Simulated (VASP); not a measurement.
Write the native input for VASP 6.6.1 that does the following.

```yaml
Task: core levels
Functional: PBEsol
Potentials_or_basis: VASP PAW PBE potentials, release 64 (In_d)
Cutoff: 520 eV
k_mesh: 13 × 13 × 13
Occupations: methfessel-paxton, width 0.1 eV
Spin: no spin polarisation
Further_INCAR_settings: ALGO = Normal; EDIFF = 1e-06
```

The structure of In lies in POSCAR:

```
In
1.0
   -1.6254700000      1.6254700000      2.4737000000
    1.6254700000     -1.6254700000      2.4737000000
    1.6254700000      1.6254700000     -2.4737000000
In
1
Direct
    0.0000000000      0.0000000000      0.0000000000
```

These files were run (other wordings do the same):

INCAR

```
SYSTEM = In
ALGO = Normal
EDIFF = 1E-6
ENCUT = 520
GGA = PS
ICORELEVEL = 1
ISIF = 2
ISMEAR = 1
LASPH = .True.
LCHARG = .False.
LREAL = .False.
LWAVE = .False.
NELM = 100
PREC = Accurate
SIGMA = 0.1
```

KPOINTS

```
k-points
0
Gamma
  13 13 13
  0 0 0
```

Potentials or basis: VASP PAW PBE potentials, release 64 (In_d).

Command:

```sh
$ cat potpaw_PBE.64/In_d/POTCAR > POTCAR
$ mpirun -np 1 vasp_std > vasp.out
```

It gave:

The pressure is -0.9 GPa and the band gap on the k mesh is none (metal or under the smearing width).

Caveat: the PAW data sets were made with another functional, which shifts forces and pressure a little.

It took 42 s on 1 thread of Intel(R) Xeon(R) Platinum 8259CL CPU @ 2.50GHz (Skylake/Cascade Lake), with other jobs on the host, peak memory 0.19 GiB.
